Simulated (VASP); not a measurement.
Runs of VASP 6.6.1 on GaN. The structure is cubic, space group F-43m (No. 216). The conventional cell has a = 4.507 Å, b = 4.507 Å, c = 4.507 Å, α = 90.00°, β = 90.00°, γ = 90.00°. Ga (site symmetry -43m) is surrounded by 4 N at 1.95 Å. N (site symmetry -43m) has 4 Ga at 1.95 Å as nearest neighbours. The cell is a database's computed one.

```csv
task,level,potentials or basis,cell,k mesh,cutoff (eV),mesh quality,gap on the mesh (eV),pressure (GPa),relaxed volume (Å³/atom)
relaxation of cell and atoms,PBEsol,"VASP PAW PBE potentials, release 64 (Ga_d, N)",relaxed,10 × 10 × 10,600,not flagged,1.74,0.1,11.35
relaxation of cell and atoms,PBE,"VASP PAW PBE potentials, release 64 (Ga_d, N)",relaxed,10 × 10 × 10,600,not flagged,1.55,0.0,(d)
relaxation of cell and atoms,PBE+D3(BJ),"VASP PAW PBE potentials, release 64 (Ga_d, N)",relaxed,10 × 10 × 10,600,not flagged,1.68,0.1,11.52
relaxation of cell and atoms,PBEsol,"VASP PAW PBE potentials, release 64 (Ga_d, N_s)",relaxed,10 × 10 × 10,480,not flagged,1.73,0.0,11.36
relaxation of cell and atoms,PBEsol,"VASP PAW PBE potentials, release 64 (Ga, N)",relaxed,10 × 10 × 10,580,not flagged,1.59,0.0,11.75
relaxation of cell and atoms,LDA,"VASP PAW LDA potentials, release 64 (Ga_d, N)",relaxed,10 × 10 × 10,600,not flagged,(b),0.0,(a)
relaxation of cell and atoms,PBEsol,"VASP PAW PBE potentials, release 64 (Ga_d, N)",relaxed,4 × 4 × 4,600,coarse,1.72,0.1,(c)
single point,PBEsol,"VASP PAW PBE potentials, release 64 (Ga_d, N)",as given,10 × 10 × 10,520,not flagged,1.68,-1.3,-
```

Alike in all rows: no spin polarisation; smearing gaussian 0.02 eV.

Problem. Fill in the values left out.

Solution. (a) 11.11; (b) 1.94; (c) 11.34; (d) 11.76.

Caveats: some runs use coarse meshes; the PAW data sets were made with another functional, which shifts forces and pressure a little (some runs).

A k mesh can miss the band edges, and the runs leave out spin-orbit coupling on Ga.

Not every run made on this cell is shown here.
